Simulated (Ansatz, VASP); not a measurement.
**HgTe (Coloradoite): VASP beside Ansatz**

Contents of INCAR:

```
SYSTEM = HgTe
ALGO = Normal
EDIFF = 1E-6
ENCUT = 520
GGA = PE
ISIF = 2
ISMEAR = 0
IVDW = 12
LASPH = .TRUE.
LCHARG = .FALSE.
LREAL = .FALSE.
LWAVE = .FALSE.
NBANDS = 16
NELM = 100
PREC = Accurate
SIGMA = 0.05
```

Contents of KPOINTS:

```
k-points
0
G
  10 10 10
  0 0 0
```

POSCAR

```
HgTe
1.0
    0.0000000000      3.2722782168      3.2722782168
    3.2722782168      0.0000000000      3.2722782168
    3.2722782168      3.2722782168      0.0000000000
Hg Te
1 1
Direct
    0.0000000000      0.0000000000      0.0000000000
    0.2500000000      0.2500000000      0.2500000000
```

Input for Ansatz:

```yaml
crystal:
  lattice:
    - [0.0, 3.2722782168, 3.2722782168]
    - [3.2722782168, 0.0, 3.2722782168]
    - [3.2722782168, 3.2722782168, 0.0]
  atoms:
    - { symbol: Hg, position: [0.0, 0.0, 0.0] }
    - { symbol: Te, position: [0.25, 0.25, 0.25] }
basis:
  ecutwfc: 420
  ecutrho_ratio: 4
kpoints:
  mp_grid: { grid: [10, 10, 10] }
hamiltonian:
  xc: pbe
  dispersion: d3bj
scf:
  occupations: { method: gaussian, width: 0.05 }
output:
  forces: true
  stress: true
  eigenvalues: true
```

Alike in both runs: task single point; functional PBE; dispersion D3(BJ); k mesh 10 × 10 × 10; occupations gaussian, width 0.05 eV; no spin polarisation.

|  | VASP | Ansatz |
| --- | --- | --- |
| version | VASP 6.6.1 | Ansatz 0.2.0 |
| potentials or method | VASP PAW PBE potentials, release 64 (Hg, Te) | scalar-relativistic, plane waves, PAW |
| plane-wave cutoff (eV) | 520 | 420 |
| valence electrons in the cell | 18 | 36 |

VASP gave:

| Quantity | Value |
| --- | --- |
| gap on the k mesh at the Fermi level (eV) | none |
| pressure (GPa) | 0.1 |

**Question.** Estimate Ansatz's values.

**Answer.** gap on the k mesh at the Fermi level (eV): none; pressure (GPa): 0.0.

A gap of «none» marks a metal or a gap that the smearing closes. The two sets of potentials don't hold the same shells in valence.

Caveats: pairwise dispersion overbinds metals, which lowers pressure and volume. Spin-orbit coupling is left out, which matters for the levels of Hg, Te.
